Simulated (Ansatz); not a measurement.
Cu2O (started from an entry of an open crystallographic database): a relaxation of cell and atoms in the PAW code Ansatz (r2SCAN). It starts from the PBE minimum.

```yaml
crystal:
  lattice:
    - [4.2984527194, 0.0, 0.0]
    - [0.0, 4.2984527194, 0.0]
    - [0.0, 0.0, 4.2984527194]
  atoms:
    - { symbol: Cu, position: [0.25, 0.25, 0.25] }
    - { symbol: Cu, position: [0.25, 0.75, 0.75] }
    - { symbol: Cu, position: [0.75, 0.75, 0.25] }
    - { symbol: Cu, position: [0.75, 0.25, 0.75] }
    - { symbol: O, position: [0.0, 0.0, 0.0] }
    - { symbol: O, position: [0.5, 0.5, 0.5] }
kpoints:
  mp_grid: { grid: [6, 6, 6] }
hamiltonian:
  xc: r2scan
scf:
  occupations: { method: fermi_dirac, width: 0.02 }
relax:
  f_tol: 0.005
  cell: {}
```

In the abridged output below, numbers in square brackets stand for lines, or ends of lines, that were taken out.
```
Functional definition: r2SCAN
Crystal: 6 atoms, lattice volume = 79.421 Å³
Basis set: ecut = 500 eV, 2007 PW (Γ)
Bands: 53, of which v1, the nominal top of the filled ones, is band 44 counted from 1 (43 counted from 0)
Symmetry: 48 space group operations
Space group: Pn-3m (ITA 224)
[1]
relax step 1: F+E_penalty+E_count = -27659.80084611 eV  P = -4.306 GPa  Ω = 79.421 Å³
--- Relaxed structure (4 steps of the walk, 4 accepted, 1 SCFs on fresh bases) ---
[2]
```

Question: What stood in the gaps? They hold the relaxed structure, the count of irreducible k points.

Answer:
```
[1]
k-points: 20 of 216
[2]
  F+E_penalty+E_count = -27659.84087539 eV
  cell:  # Å, volume = 76.5534 Å³
    - [4.246080, 0.000000, 0.000000]
    - [0.000000, 4.246080, 0.000000]
    - [0.000000, 0.000000, 4.246080]
  atoms:
    - { symbol: Cu, position: [0.250000, 0.250000, 0.250000] }
    - { symbol: Cu, position: [0.250000, 0.750000, 0.750000] }
    - { symbol: Cu, position: [0.750000, 0.750000, 0.250000] }
    - { symbol: Cu, position: [0.750000, 0.250000, 0.750000] }
    - { symbol: O, position: [0.000000, 0.000000, 0.000000] }
    - { symbol: O, position: [0.500000, 0.500000, 0.500000] }
```
Only the leading digits can be foreseen; the rest is this run's record.

Command: `ansatz run input.yaml --threads 4 --pin off --max-ram 7372MiB --backend cpu --events-out ev --progress --plain --runs-dir out`.

Question: It took 11 s on 4 threads of Arm Neoverse V2, with other jobs on the host, load about 0.9 per core. What peak of host memory did it reach?

Answer: About 0.58 GiB.

Spin-unpolarised throughout; all numbers are computed.
